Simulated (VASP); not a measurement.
Wanted: the native input for a VASP 6.6.1 run.

```
Task                   : single point
Functional             : PBE
Potentials or basis    : VASP PAW PBE potentials, release 64 (Cs_sv, Br)
Cutoff                 : 520 eV
k mesh                 : 6 × 6 × 6
Occupations            : gaussian, width 0.02 eV
Spin                   : no spin polarisation
Dipole correction      : no
Further INCAR settings : ALGO = Normal; EDIFF = 1e-07; NBANDS = 15
```

The structure of CsBr lies in POSCAR:

```
CsBr
1.0
    4.1496623400      0.1714400000      0.1714400000
    0.1714400000      4.1496623400     -0.1714400000
    0.1714400000     -0.1714400000      4.1496623400
Cs Br
1 1
Direct
    0.0000000000      0.0000000000      0.0000000000
    0.5000000000      0.5000000000      0.5000000000
```

The cell isn't the ideal one: strained and moved within a subgroup.

These files were run (other wordings do the same):

INCAR

```
SYSTEM = CsBr
ALGO     = Normal         ! electronic algorithm
EDIFF    = 1E-7           ! SCF threshold, eV
ENCUT    = 520            ! plane-wave cutoff, eV
GGA      = PE             ! functional
ISIF     = 2              ! what is computed and relaxed
ISMEAR   = 0              ! smearing method
LASPH    = .True.         ! aspherical terms in the spheres
LCHARG   = .False.        ! write CHGCAR
LREAL    = .False.        ! projectors in reciprocal space
LWAVE    = .False.        ! write WAVECAR
NBANDS   = 15             ! bands
NELM     = 100            ! most SCF steps
PREC     = Accurate       ! precision mode
SIGMA    = 0.02           ! smearing width, eV
```

KPOINTS

```
k-points
0
Gamma
  6 6 6
  0 0 0
```

Potentials or basis: VASP PAW PBE potentials, release 64 (Cs_sv, Br).

Run with:

```sh
$ cat potpaw_PBE.64/Cs_sv/POTCAR potpaw_PBE.64/Br/POTCAR > POTCAR
$ mpirun -np 1 vasp_std > vasp.out
```

Results of the run:

| Property | Result |
| --- | --- |
| Pressure | 4.3 GPa |
| Band gap on the k mesh | 4.59 eV, direct |

Caveat: spin-orbit coupling is left out, which moves the levels of the heavy elements.

Wall time 22 s on 1 thread of Intel(R) Xeon(R) Platinum 8488C (Sapphire Rapids), on a shared host, peak memory 0.19 GiB.
